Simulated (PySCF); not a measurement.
C₃H₄N₂.
Z-matrix (Å and degrees, PBE0-D3(BJ)/def2-SVP geometry), rows numbered from 1:
```
C 
C   1  1.4131
N   2  1.3255  1  111.67
N   3  1.3282  2  104.64  1     0.01
C   4  1.3530  3  113.57  2     0.00
H   1  1.0870  2  128.44  3   179.81
H   2  1.0896  1  128.48  3  -179.86
H   4  1.0116  3  119.24  2   179.70
H   5  1.0879  1  131.99  2   179.87
```

Level of theory: core-valence-separated Tamm–Dancoff BHandHLYP/aug-pcX-1 (pcseg-1 on H) in PySCF, non-relativistic, gas phase, PBE0-D3(BJ)/def2-SVP geometry. Absolute energies from this functional tend to lie a few eV below measured edges; no shift was applied.

Task: Give energies, oscillator strengths and core holes at the N K edge.

Result: 
```json
{"E (eV)": "397.79", "f": "0.0595", "core hole on": "N3", "main final orbital": "LUMO+3 (64 %)", "polarisation": "out of plane"}
{"E (eV)": "400.18", "f": "0.0425", "core hole on": "N4", "main final orbital": "LUMO+3 (86 %)", "polarisation": "out of plane"}
{"E (eV)": "401.30", "f": "0.0063", "core hole on": "N3", "main final orbital": "LUMO (69 %)", "polarisation": "in plane"}
{"E (eV)": "401.52", "f": "0.0207", "core hole on": "N4", "main final orbital": "LUMO (63 %)", "polarisation": "in plane"}
{"E (eV)": "402.17", "f": "0.0036", "core hole on": "N3", "main final orbital": "spread", "polarisation": "in plane"}
{"E (eV)": "402.26", "f": "0.0011", "core hole on": "N3", "main final orbital": "LUMO+7 (40 %)", "polarisation": "out of plane"}
{"E (eV)": "402.45", "f": "0.0100", "core hole on": "N3", "main final orbital": "LUMO+2 (38 %)", "polarisation": "in plane"}
{"E (eV)": "402.64", "f": "0.0039", "core hole on": "N3", "main final orbital": "LUMO+6 (45 %)", "polarisation": "in plane"}
{"E (eV)": "402.98", "f": "0.0009", "core hole on": "N3", "main final orbital": "LUMO+4/LUMO+5 (2 roots, f summed)", "polarisation": "–"}
{"E (eV)": "403.44", "f": "0.0066", "core hole on": "N3", "main final orbital": "LUMO+8 (68 %)", "polarisation": "in plane"}
```

The first line with a tenth or more of the strongest one's intensity is at 397.79 eV (f = 0.059), with the hole on N3 (pyridine-type nitrogen), polarised out of plane: a 1s→π* resonance. It is also the strongest listed.

Task: What does the C 1s absorption edge look like?

Result: 
| E (eV) | f | core hole on | main final orbital | polarisation |
| --- | --- | --- | --- | --- |
| 283.93 | 0.0378 | C1 | LUMO+3 (34 %) | out of plane |
| 284.00 | 0.0767 | C2 | LUMO+3 (32 %) | out of plane |
| 284.16 | 0.0709 | C5 | LUMO+3 (65 %) | out of plane |
| 285.74 | 0.0144 | C1 | LUMO+1 (58 %) | in plane |
| 285.88 | 0.0047 | C1 | LUMO+3 (56 %) | out of plane |
| 286.53 | 0.0226 | C5 | LUMO (77 %) | in plane |
| 286.54 | 0.0115 | C2 | LUMO+2 (35 %) | in plane |
| 286.63 | 0.0013 | C1 | LUMO (69 %) | in plane |
| 286.79 | 0.0048 | C2 | LUMO+3 (61 %) | out of plane |
| 286.94 | 0.0001 | C1 | LUMO+2 (87 %) | – |
| 287.33 | 0.0015 | C1 | LUMO+5 (53 %) | out of plane |
| 287.34 | 0.0022 | C2 | LUMO (82 %) | in plane |
| 287.56 | 0.0048 | C1 | LUMO+8 (60 %) | in plane |
| 287.68 | 0.0000 | C1 | LUMO+4 (87 %) | – |

The first line with a tenth or more of the strongest one's intensity is at 283.93 eV (f = 0.038), with the hole on C1 (aromatic CH carbon), polarised out of plane: a 1s→π* resonance. The strongest listed is at 284.00 eV (f = 0.077; C2, 1s→π*).

Roots within 0.03 eV whose holes lie on the same, on equivalent or on shared atoms are summed into one line, and the highest roots are left out, as the search may have cut off their partners. Final orbitals are the ground state's empty Kohn–Sham orbitals. A dash: too weak, shared between unlike atoms, or no plane or axis to refer to.

Task: What length of transition dipole belongs to the line at 397.79 eV?

Result: From f = (2/3) ΔE |μ|² in atomic units, with ΔE = 14.618 Eh and f = 0.0595: |μ| = 0.078 au = 0.20 D.

The list ends where the root search ended, not at a threshold.
